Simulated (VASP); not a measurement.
# GaN (P6_3mc) in VASP: Born charges and dielectric tensor with PBE

Aim: the Born charges and dielectric tensor of GaN with PBE.

Program: VASP 6.6.1. These are calculated values, not measurements. Logs are shortened: lines on timing, memory, paths and dates and some standing lists are left out, and cuts for length are marked.

**The experiment to reproduce.**

From “Studying electronic properties in GaN without electrical contacts using γ-γ vs e−-γ Perturbed Angular Correlations”, 2019, pmc:6823545, for a bulk crystal of GaN: band gap 3.503 ± 0.005 eV (direct).

The results are compared with them further down.

**1. Starting point**

It takes space group P6_3mc (No. 186, hexagonal). The conventional cell has a = 3.180 Å, b = 3.180 Å, c = 5.166 Å, α = 90.00°, β = 90.00°, γ = 120.00°. Ga (site symmetry 3m) has 4 N at 1.94 to 1.95 Å as nearest neighbours. N (site symmetry 3m) has 4 Ga at 1.94 to 1.95 Å as nearest neighbours.

**2. Born charges and dielectric tensor, PBE**

File INCAR:

```
SYSTEM = GaN
PREC = Accurate ; ENCUT = 520
EDIFF = 1E-8 ; ISMEAR = 0
SIGMA = 0.02 ; LREAL = .False.
LASPH = .True. ; NELM = 60
ALGO = Normal ; ISIF = 2
LWAVE = .False. ; LCHARG = .False.
GGA = PE ; LEPSILON = .True.
IBRION = 8 ; NSW = 1
KPAR = 4
```

File KPOINTS:

```
regular mesh
0
Gamma
  12 12 6
  0 0 0
```

File POSCAR:

```
GaN                                     
1.0
    3.1800000000      0.0000000000      0.0000000000
   -1.5900000000      2.7539607800      0.0000000000
    0.0000000000      0.0000000000      5.1660000000
  Ga              N             
     2     2
Direct
     0.3333333300000021    0.6666666699999979    0.9989448317250462
     0.6666666699999979    0.3333333300000021    0.4989448317250462
     0.3333333300000021    0.6666666699999979    0.3760551682749538
     0.6666666699999979    0.3333333300000021    0.8760551682749538
```

Potentials or basis: VASP PAW PBE potentials, release 64 (Ga_d, N).

Run with:

```
> cat potpaw_PBE.64/Ga_d/POTCAR potpaw_PBE.64/N/POTCAR > POTCAR
> mpirun -np 4 vasp_std > vasp.out
```

OUTCAR:

```text
SYSTEM = GaN
   PREC = Accurate
   ENCUT = 520
   EDIFF = 1E-8
   ISMEAR = 0
   LREAL = .False.
   LASPH = .True.
   NELM = 60
   ISIF = 2
   GGA = PE
   LEPSILON = .True.
   IBRION = 8
   NSW = 1

 ion  position               nearest neighbor table
   1  0.333  0.667  0.999-   4 1.94   4 1.94   4 1.94   3 1.95
   2  0.667  0.333  0.499-   3 1.94   3 1.94   3 1.94   4 1.95
   3  0.333  0.667  0.376-   2 1.94   2 1.94   2 1.94   1 1.95
   4  0.667  0.333  0.876-   1 1.94   1 1.94   1 1.94   2 1.95

  LATTYP: Found a hexagonal cell.
 ALAT       =     3.1800000000
 C/A-ratio  =     1.6245283019

  Lattice vectors:

 A1 = (   3.1800000000,   0.0000000000,   0.0000000000)
 A2 = (  -1.5900000000,   2.7539607800,   0.0000000000)
 A3 = (   0.0000000000,   0.0000000000,   5.1660000000)

Analysis of symmetry for initial positions (statically):
=====================================================================
 Subroutine PRICEL returns:
 Original cell was already a primitive cell.

 Routine SETGRP: Setting up the symmetry group for a
 hexagonal supercell.

 Subroutine GETGRP returns: Found 12 space group operations
 (whereof  6 operations were pure point group operations)
 out of a pool of 24 trial point group operations.

The static configuration has the point symmetry C_3v.
 The point group associated with its full space group is C_6v.

Analysis of symmetry for dynamics (positions and initial velocities):
=====================================================================
 Subroutine PRICEL returns:
 Original cell was already a primitive cell.

 Routine SETGRP: Setting up the symmetry group for a
 hexagonal supercell.

 Subroutine GETGRP returns: Found 12 space group operations
 (whereof  6 operations were pure point group operations)
 out of a pool of 24 trial point group operations.

The dynamic configuration has the point symmetry C_3v.
 The point group associated with its full space group is C_6v.

 Subroutine INISYM returns: Found 12 space group operations
 (whereof  6 operations are pure point group operations),
 and found     1 'primitive' translations

----------------------------------------------------------------------------------------

                                     Primitive cell

  volume of cell :      45.2417

  direct lattice vectors                    reciprocal lattice vectors
     3.180000000  0.000000000  0.000000000     0.314465409  0.181556689  0.000000000
    -1.590000000  2.753960780  0.000000000     0.000000000  0.363113377  0.000000000
     0.000000000  0.000000000  5.166000000     0.000000000  0.000000000  0.193573364

  length of vectors
     3.180000000  3.179999997  5.166000000     0.363113377  0.363113377  0.193573364

  position of ions in fractional coordinates (direct lattice)
     0.333333330  0.666666670  0.998944832
     0.666666670  0.333333330  0.498944832
     0.333333330  0.666666670  0.376055168
     0.666666670  0.333333330  0.876055168

  ion indices of the primitive-cell ions
   primitive index   ion index
                 1           1
                 2           2
                 3           3
                 4           4

----------------------------------------------------------------------------------------

 KPOINTS: regular mesh

Automatic generation of k-mesh.
 Grid dimensions read from file:
 generate k-points for:   12   12    6

 Generating k-lattice:
[... 754 lines left out ...]
  ---------------------------------------------------
  ---------------------------------------------------
  free energy    TOTEN  =        -0.63470795 eV

  energy without entropy =       -0.63470795

------------------------ aborting loop because EDIFF is reached ----------------------------------------

--------------------------------------- Ionic step        2  -------------------------------------------

------------------------ aborting loop because EDIFF is reached ----------------------------------------

--------------------------------------- Ionic step        3  -------------------------------------------

------------------------ aborting loop because EDIFF is reached ----------------------------------------

 PIEZOELECTRIC TENSOR FIELD DIRECTION 3  (e Angst)
 -----------------------------------------------------------------------------
     1.42538  0.00000  0.00000           (  0.11249  0.00000  0.00000)
    -0.00000  1.42538  0.00000           ( -0.00000  0.11249  0.00000)
    -0.00000  0.00000 -2.88412           (  0.00000  0.00000 -0.24045)

 PIEZOELECTRIC TENSOR FIELD DIRECTION 3  (C/m^2)
 -----------------------------------------------------------------------------
     0.50478  0.00000  0.00000
    -0.00000  0.50478  0.00000
    -0.00000  0.00000 -1.02138

[... ionic steps 4 to 9 ...]

--------------------------------------- Ionic step       10  -------------------------------------------

------------------------ aborting loop because EDIFF is reached ----------------------------------------

[... ionic steps 11 to 11 ...]

--------------------------------------- Ionic step       12  -------------------------------------------

 Free energy of the ion-electron system (eV)
  ---------------------------------------------------
  ---------------------------------------------------
  free energy    TOTEN  =        -0.24897218 eV

  energy without entropy =       -0.24897218

------------------------ aborting loop because EDIFF is reached ----------------------------------------

 INTERNAL STRAIN TENSOR  FOR ION    3  DIRECTION 3   (eV/Angst):
 -----------------------------------------------------------------------------
     5.59968  0.00000  0.00000
     0.00000  5.59968  0.00000
     0.00000  0.00000-10.92477

 MACROSCOPIC STATIC DIELECTRIC TENSOR (including local field effects in DFT)
 ------------------------------------------------------
           5.689303     0.000000     0.000000
           0.000000     5.689303     0.000000
           0.000000     0.000000     5.868656
 ------------------------------------------------------

 PIEZOELECTRIC TENSOR (including local field effects)  for field in x, y, z        (e  Angst)
          XX          YY          ZZ          XY          YZ          ZX
  --------------------------------------------------------------------------------
  x    -0.00000     0.00000     0.00000     0.00000     0.00000     1.56145
  y    -0.00000     0.00000    -0.00000     0.00000     1.56145     0.00000
  z     1.42538     1.42538    -2.88412     0.00000     0.00000     0.00000

 PIEZOELECTRIC TENSOR (including local field effects)  for field in x, y, z        (C/m^2)
          XX          YY          ZZ          XY          YZ          ZX
  --------------------------------------------------------------------------------
  x    -0.00000     0.00000     0.00000     0.00000     0.00000     0.55297
  y    -0.00000     0.00000    -0.00000     0.00000     0.55297     0.00000
  z     0.50478     0.50478    -1.02138     0.00000     0.00000     0.00000

 BORN EFFECTIVE CHARGES (including local field effects) (in |e|, cummulative output)
 ---------------------------------------------------------------------------------
 ion    1
    1     2.61486     0.00000     0.00000
    2     0.00000     2.61486     0.00000
    3    -0.00000     0.00000     2.75226
 ion    2
    1     2.61486     0.00000     0.00000
    2     0.00000     2.61486     0.00000
    3     0.00000     0.00000     2.75226
 ion    3
    1    -2.61486     0.00000     0.00000
    2     0.00000    -2.61486     0.00000
    3     0.00000     0.00000    -2.75226
 ion    4
    1    -2.61486     0.00000     0.00000
    2     0.00000    -2.61486    -0.00000
    3     0.00000    -0.00000    -2.75226

 INTERNAL STRAIN TENSOR FOR ION    4 for displacements in x,y,z  (eV/Angst):
          X           Y           Z          XY          YZ          ZX
  --------------------------------------------------------------------------------
  x    -0.00000     0.00000     0.00000     9.98090     0.00000     5.57913
  y     9.98090    -9.98090     0.00000     0.00000     5.89175     0.00000
  z     5.59968     5.59968   -10.92477     0.00000     0.00000     0.00000

 SECOND DERIVATIVES (NOT SYMMETRIZED)
 ------------------------------------
               1X          1Y          1Z          2X          2Y          2Z          3X          3Y          3Z          4X          4Y          4Z
  1X   -13.458376    0.000000   -0.000000    0.443124    0.000000    0.000000    0.932787   -0.000000   -0.000000   12.082465   -0.000000    0.000000
  1Y    -0.000000  -13.458376    0.000000    0.000000    0.443124    0.000000   -0.000000    0.932787    0.000000    0.000000   12.082465    0.000000
  1Z     0.000000   -0.000000  -20.404814    0.000000    0.000000    8.409233    0.000000   -0.000000    7.371290   -0.000000    0.000000    4.624291
  2X     0.443124    0.000000    0.000000  -13.458376    0.000000    0.000000   12.082465    0.000000    0.000000    0.932787   -0.000000    0.000000
  2Y    -0.000000    0.443124    0.000000   -0.000000  -13.458376    0.000000    0.000000   12.082465   -0.000000   -0.000000    0.932787    0.000000
  2Z     0.000000    0.000000    8.409233    0.000000   -0.000000  -20.404814    0.000000   -0.000000    4.624291    0.000000    0.000000    7.371290
  3X     0.937978    0.000000   -0.000000   12.087087    0.000000    0.000000  -13.703464    0.000000    0.000000    0.678399    0.000000    0.000000
  3Y     0.000000    0.937978    0.000000    0.000000   12.087087    0.000000    0.000000  -13.703464    0.000000    0.000000    0.678399    0.000000
  3Z     0.000000   -0.000000    7.357694    0.000000    0.000000    4.647961    0.000000   -0.000000  -18.188953    0.000000    0.000000    6.183298
  4X    12.087087    0.000000    0.000000    0.937978   -0.000000    0.000000    0.678399    0.000000    0.000000  -13.703464    0.000000   -0.000000
  4Y     0.000000   12.087087   -0.000000    0.000000    0.937978   -0.000000    0.000000    0.678399    0.000000   -0.000000  -13.703464   -0.000000
  4Z     0.000000   -0.000000    4.647961    0.000000    0.000000    7.357694    0.000000    0.000000    6.183298    0.000000    0.000000  -18.188953

 Eigenvectors and eigenvalues of the dynamical matrix
 ----------------------------------------------------

   1 f  =   20.660049 THz   129.810916 2PiTHz  689.145056 cm-1    85.443059 meV
             X         Y         Z           dx          dy          dz
     -0.000000  1.835974  5.160549     0.000000   -0.000000    0.046216
      1.590000  0.917987  2.577549     0.000000   -0.000000   -0.046216
     -0.000000  1.835974  1.942701     0.000000   -0.000000   -0.705595
      1.590000  0.917987  4.525701    -0.000000    0.000000    0.705595
[... 71 lines left out ...]
  12 f/i=    0.002484 THz     0.015607 2PiTHz    0.082855 cm-1     0.010273 meV
             X         Y         Z           dx          dy          dz
     -0.000000  1.835974  5.160549    -0.000000   -0.000000   -0.645325
      1.590000  0.917987  2.577549    -0.000000   -0.000000   -0.645325
     -0.000000  1.835974  1.942701    -0.000000   -0.000000   -0.289060
      1.590000  0.917987  4.525701    -0.000000   -0.000000   -0.289060

--------------------------------------------------------------------------------------------------------

 MACROSCOPIC STATIC DIELECTRIC TENSOR IONIC CONTRIBUTION
 ------------------------------------------------------
           4.200837    -0.000000     0.000000
          -0.000000     4.200837     0.000000
           0.000000     0.000000     5.049291
 ------------------------------------------------------

 ELASTIC MODULI CONTR FROM IONIC RELAXATION (kBar)
 Direction    XX          YY          ZZ          XY          YZ          ZX
 --------------------------------------------------------------------------------
 XX        -677.7966    307.4343    359.9620     -0.0000     -0.0000     -0.0000
 YY         307.4343   -677.7966    359.9620      0.0000     -0.0000      0.0000
 ZZ         359.9620    359.9620   -699.7074      0.0000      0.0000      0.0000
 XY          -0.0000      0.0000      0.0000   -492.6154     -0.0000     -0.0000
 YZ          -0.0000      0.0000      0.0000     -0.0000   -162.5236      0.0000
 ZX          -0.0000      0.0000      0.0000      0.0000      0.0000   -174.9055
 --------------------------------------------------------------------------------

 PIEZOELECTRIC TENSOR IONIC CONTR  for field in x, y, z        (C/m^2)
          XX          YY          ZZ          XY          YZ          ZX
  --------------------------------------------------------------------------------
  x    -0.00000     0.00000     0.00000     0.00000     0.00000    -0.80657
  y    -0.00000    -0.00000     0.00000    -0.00000    -0.77750     0.00000
  z    -0.90988    -0.90988     1.76867    -0.00000    -0.00000    -0.00000
```

Run time: 10 min. Hardware: 4 MPI ranks of AMD EPYC 9R14 (Zen 4), shared host; peak memory 0.92 GiB.

Results:

```yaml
Band_gap_on_the_k_mesh: 1.99 eV, direct
Electronic_dielectric_tensor_diagonal: 5.69, 5.69, 5.87
Born_charges_mean_of_the_diagonal: Ga +2.66; N -2.66 e
Highest_phonon_frequency_at_Γ_LO-TO_splitting_left_out: 689 cm⁻¹
```

Phonon frequencies in cm⁻¹ (negative: imaginary):
| q point | frequencies |
| --- | --- |
| (0.000, 0.000, 0.000) | 0 0 0 135 135 333 529 551 551 562 562 689 |

Electronic dielectric tensor:
```
5.69 0.00 0.00
0.00 5.69 0.00
0.00 0.00 5.87
```

Born effective charge tensors (e):
atom 1, Ga
```
2.61 0.00 0.00
0.00 2.61 0.00
0.00 0.00 2.75
```
atom 2, Ga
```
2.61 0.00 0.00
0.00 2.61 0.00
0.00 0.00 2.75
```
atom 3, N
```
-2.61  0.00  0.00
 0.00 -2.61  0.00
 0.00  0.00 -2.75
```
atom 4, N
```
-2.61  0.00  0.00
 0.00 -2.61  0.00
 0.00  0.00 -2.75
```

**3. How close it comes**

Step 2. A measured gap of GaN is 3.503 eV (direct; quoted in “Studying electronic properties in GaN without electrical contacts using γ-γ vs e−-γ Perturbed Angular Correlations”, 2019, pmc:6823545); the calculated 1.99 eV misses it by -1.52 eV. Spin-orbit coupling on Ga is left out. The value is that of PBE, without temperature or zero-point motion. Semilocal functionals fall short of measured gaps as a rule.
